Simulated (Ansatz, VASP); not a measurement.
## One calculation of ScAl, two programs

The input INCAR:

```
  PREC = Accurate
  ENCUT = 520
  EDIFF = 1E-6
  ISMEAR = 0
  SIGMA = 0.1
  LREAL = F
  LASPH = T
  NELM = 100
  ALGO = Normal
  ISIF = 2
  LWAVE = F
  LCHARG = F
  GGA = PS
  NBANDS = 14
```

Contents of KPOINTS:

```
regular mesh
0
Gamma
  12 12 12
```

POSCAR

```
ScAl
1.0
    3.4099970942      0.0000000000      0.0000000000
    0.0000000000      3.4099970942      0.0000000000
    0.0000000000      0.0000000000      3.4099970942
Sc Al
1 1
Direct
    0.5000000000      0.5000000000      0.5000000000
    0.0000000000      0.0000000000      0.0000000000
```

Input for Ansatz:

```yaml
crystal:
  lattice:
    - [3.4099970942, 0.0, 0.0]
    - [0.0, 3.4099970942, 0.0]
    - [0.0, 0.0, 3.4099970942]
  atoms:
    - { symbol: Sc, position: [0.5, 0.5, 0.5] }
    - { symbol: Al, position: [0.0, 0.0, 0.0] }
basis:
  ecutwfc: 420
kpoints:
  mp_grid: { grid: [12, 12, 12] }
hamiltonian:
  xc: pbesol
scf:
  occupations: { method: gaussian, width: 0.1 }
output:
  forces: true
  stress: true
  eigenvalues: true
```

Alike in both runs: task single point; functional PBEsol; k mesh 12 × 12 × 12; occupations gaussian, width 0.1 eV; no spin polarisation.

```csv
,VASP,Ansatz
version,VASP 6.6.1,Ansatz 0.2.0
potentials or method,"VASP PAW PBE potentials, release 64 (Sc_sv, Al)","scalar-relativistic, plane waves, PAW"
plane-wave cutoff (eV),520,420
valence electrons in the cell,14,14
```

Ansatz gave:

| Property | Result |
| --- | --- |
| gap on the k mesh at the Fermi level (eV) | none |
| pressure (GPa) | -4.2 |

Q: What did VASP give for the same quantities?

A: gap on the k mesh at the Fermi level (eV): none; pressure (GPa): -4.1.

A gap of «none» marks a metal or a gap that the smearing closes.

Caveats: the PAW data sets were made with another functional, which shifts forces and pressure a little (VASP).
